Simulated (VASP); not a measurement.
Output of a VASP run:

**OSZICAR**
```
       N       E                     dE             d eps       ncg     rms          rms(c)
DAV:   1     0.431965105722E+02    0.43197E+02   -0.70945E+03  1908   0.149E+03
DAV:   2    -0.159136037216E+02   -0.59110E+02   -0.56712E+02  2210   0.264E+02
DAV:   3    -0.213468861693E+02   -0.54333E+01   -0.54129E+01  3418   0.678E+01
DAV:   4    -0.214521889890E+02   -0.10530E+00   -0.10514E+00  2526   0.948E+00
DAV:   5    -0.214528231472E+02   -0.63416E-03   -0.63409E-03  2860   0.698E-01    0.676E+00
DAV:   6    -0.168509870608E+02    0.46018E+01   -0.43619E+00  2364   0.159E+01    0.208E+00
DAV:   7    -0.168925384494E+02   -0.41551E-01   -0.10787E+00  2288   0.870E+00    0.207E+00
DAV:   8    -0.193720733852E+02   -0.24795E+01   -0.35317E+00  2724   0.152E+01    0.282E+00
DAV:   9    -0.168643835969E+02    0.25077E+01   -0.19465E+00  3106   0.116E+01    0.710E-01
DAV:  10    -0.168384827669E+02    0.25901E-01   -0.19087E-01  2296   0.455E+00    0.327E-01
DAV:  11    -0.168305027821E+02    0.79800E-02   -0.12887E-02  2392   0.123E+00    0.352E-01
DAV:  12    -0.168332893053E+02   -0.27865E-02   -0.14935E-02  2186   0.141E+00    0.782E-02
DAV:  13    -0.168340615315E+02   -0.77223E-03   -0.72394E-04  2654   0.308E-01    0.480E-02
DAV:  14    -0.168338151402E+02    0.24639E-03   -0.10947E-04  2054   0.167E-01    0.373E-02
DAV:  15    -0.168344507768E+02   -0.63564E-03   -0.22817E-04  2028   0.187E-01    0.103E-02
DAV:  16    -0.168344426747E+02    0.81020E-05   -0.63269E-05  1990   0.119E-01    0.453E-03
DAV:  17    -0.168344298548E+02    0.12820E-04   -0.83113E-06  2120   0.453E-02    0.283E-03
DAV:  18    -0.168344215190E+02    0.83359E-05   -0.29456E-06  2092   0.220E-02    0.817E-04
DAV:  19    -0.168344281437E+02   -0.66248E-05   -0.42819E-07  2102   0.106E-02    0.651E-04
DAV:  20    -0.168344226722E+02    0.54716E-05   -0.30036E-07  2074   0.836E-03    0.663E-04
DAV:  21    -0.168344221479E+02    0.52425E-06   -0.13509E-07  2086   0.522E-03    0.953E-05
DAV:  22    -0.168344215981E+02    0.54981E-06   -0.68031E-09  1124   0.124E-03    0.652E-05
DAV:  23    -0.168344218120E+02   -0.21391E-06   -0.40576E-09  1076   0.967E-04    0.113E-04
DAV:  24    -0.168344217009E+02    0.11108E-06   -0.30817E-09  1072   0.792E-04    0.426E-05
DAV:  25    -0.168344217952E+02   -0.94268E-07   -0.31774E-10  1068   0.232E-04
   1 F= -.16834422E+02 E0= -.16834422E+02  d E =-.168344E+02
```

OUTCAR:
```
------------------------ aborting loop because EDIFF is reached ----------------------------------------
  FORCE on cell =-STRESS in cart. coord.  units (eV):
  Direction    XX          YY          ZZ          XY          YZ          ZX
  --------------------------------------------------------------------------------------
  Total       -0.1104870     -0.1147606     -0.1104870      0.0000000      0.0000000      0.1845240
  in kB       -7.3600011     -7.6446858     -7.3600011      0.0000000      0.0000000     12.2919178
  external PRESSURE =      -7.4548960 kB  Pullay stress =       0.0000000 kB
  volume of cell :       24.05
      direct lattice vectors                 reciprocal lattice vectors
    -0.022911441  2.291144109  2.291144109    -0.216070872  0.218231580  0.216070872
     2.268232668  0.000000000  2.268232668     0.220435940 -0.218231580  0.220435940
     2.291144109  2.291144109 -0.022911441     0.216070872  0.218231580 -0.216070872
 POSITION                                       TOTAL-FORCE (eV/Angst)
 -----------------------------------------------------------------------------------
      1.13412      1.14557      1.13412        -0.000000      0.005699     -0.000000
      3.40235      3.43672      3.40235         0.000000     -0.005699      0.000000
      0.00000      0.00000      0.00000        -0.000000      0.000000     -0.000000
 -----------------------------------------------------------------------------------
    total drift:                                0.000000      0.000000      0.000000
  FREE ENERGIE OF THE ION-ELECTRON SYSTEM (eV)
  ---------------------------------------------------
  free  energy   TOTEN  =       -16.8344217952 eV

  energy  without entropy=      -16.8344217952  energy(sigma->0) =      -16.83442180

 reached required accuracy - stopping structural energy minimisation
```
(Selected blocks of OUTCAR.)

### POSCAR
```
Li2O
1
   -0.0229114411     2.2911441093     2.2911441093
    2.2682326682     0.0000000000     2.2682326682
    2.2911441093     2.2911441093    -0.0229114411
Li O
2 1
Direct
  0.2500000000   0.2500000000   0.2500000000
  0.7500000000   0.7500000000   0.7500000000
  0.0000000000   1.0000000000   1.0000000000
```

Task: Write an INCAR and KPOINTS that could have produced this output.

Result: One answer among several that fit: the input of the run itself, r2SCAN meta-GGA, plane waves, VASP's PBE PAW potentials (set 64).

INCAR:
```
ALGO = Normal
EDIFF = 1E-7
EDIFFG = -0.01
ENCUT = 600
IBRION = 2
ISIF = 2
ISMEAR = 0
LASPH = .TRUE.
LCHARG = .FALSE.
LMIXTAU = .TRUE.
LREAL = .FALSE.
LWAVE = .FALSE.
METAGGA = R2SCAN
NELM = 100
NSW = 30
PREC = Accurate
SIGMA = 0.05
SYSTEM = Li2O
```

KPOINTS:
```
Automatic mesh
0
Gamma
8 8 8
0 0 0
```

POTCAR, in this order: Li_sv O (PBE.64 set). Program: vasp_std.

The compound is Li2O in the antifluorite structure. This cell was strained or had an atom moved on purpose.
